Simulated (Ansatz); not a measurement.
TiSe2, DFT, PBEsol, all-electron PAW with datasets made for the crystal, scalar-relativistic (Ansatz 0.2.0), run on 1 thread of Intel(R) Xeon(R) Processor @ 2.50GHz (Skylake/Cascade Lake) on a shared host.

Structure from Materials Project entry mp-2194 (possibly hypothetical), not relaxed further. The listed cell was then made from it by scaling, straining or moving an atom.

Command: `ansatz run input.yaml --threads 1 --pin off --max-ram 4096MiB --backend cpu --events-out ev --progress --plain --runs-dir out`

```yaml
crystal:
  lattice:
    - [3.6263212494, 0.0, 0.0]
    - [-1.8131606247, 3.1404863243, 0.0]
    - [0.0, 0.0, 6.4721207188]
  atoms:
    - { symbol: Ti, position: [0.0, 0.0, 0.0] }
    - { symbol: Se, position: [0.3333333333, 0.6666666667, 0.23992784] }
    - { symbol: Se, position: [0.6666666667, 0.3333333333, 0.76007216] }
kpoints:
  mp_grid: { grid: [11, 11, 5] }
scf:
  occupations: { method: fermi_dirac, width: 0.05 }
hamiltonian:
  xc: pbesol
  pseudopotentials: { kind: all_electron, datasets: crystal }
output:
  forces: true
  stress: true
  eigenvalues: true
  efg: { contact_densities: true }
```

Question: How large is the problem that the program sets up?

Answer: 68 irreducible k-points, 489 plane waves at Γ, 12 bands.

Question: About how long does it take, and how much memory does it use?

Answer: 46 s of wall time for 17 SCF iterations, with a peak of 0.56 GiB. Times on shared machines scatter by tens of per cent.

Question: And the same cell and mesh by all-electron LAPW, asked for forces, stress, eigenvalues, on the same hardware?

Answer: 86 s, peak memory 0.55 GiB.

Question: And the same cell and mesh by PAW with the default files, asked for forces, stress, eigenvalues, efg, on the same hardware?

Answer: 19 s, peak memory 0.48 GiB.
